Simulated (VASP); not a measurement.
Crystal: Te.

```
Te
1.0
     4.51179    0.00000    0.00000
    -2.25590    3.90733    0.00000
     0.00000    0.00000    5.79029
Te
3
Cartesian
  1.1511 0.0000 1.9301
  -0.5755 0.9969 3.8602
  1.6804 2.9105 5.7903
```

The cell isn't the ideal one: a relaxed cell with its volume scaled by 0.94.

| Item | Value |
| --- | --- |
| Program | VASP 6.6.1 |
| Task | relaxation of shape and atoms at fixed volume |
| Functional | r2SCAN |
| Potentials or basis | VASP PAW PBE potentials, release 64 (Te) |
| Cutoff | 600 eV |
| k mesh | 9 × 9 × 6 |
| Occupations | gaussian, width 0.03 eV |
| Spin | no spin polarisation |

At the start: pressure 3.2 GPa; volume 34.03 Å³/atom.

Problem. Where does the relaxation end?

Solution. Over 4 steps the energy falls by 14.3 meV/atom; space group P3_121 (No. 152, to 0.05 Å).

The path:
```
step  energy change (eV)  largest force (eV/Å)  pressure (GPa)
   1              0.0000                0.4492            3.23
   2             -0.0300                0.2279            2.22
   3             -0.0423                0.0474            0.80
   4             -0.0430                0.0067            1.02
```

Final structure:
```
CELL_PARAMETERS angstrom
4.45549 0.00000 0.00000
-2.22774 3.85856 0.00000
0.00000 0.00000 5.93757
ATOMIC_POSITIONS crystal
Te 0.26643 0.00000 0.33333
Te 0.00000 0.26643 0.66667
Te 0.73357 0.73357 0.00000
```

Caveat: the PAW data sets were made with another functional, which shifts forces and pressure a little.
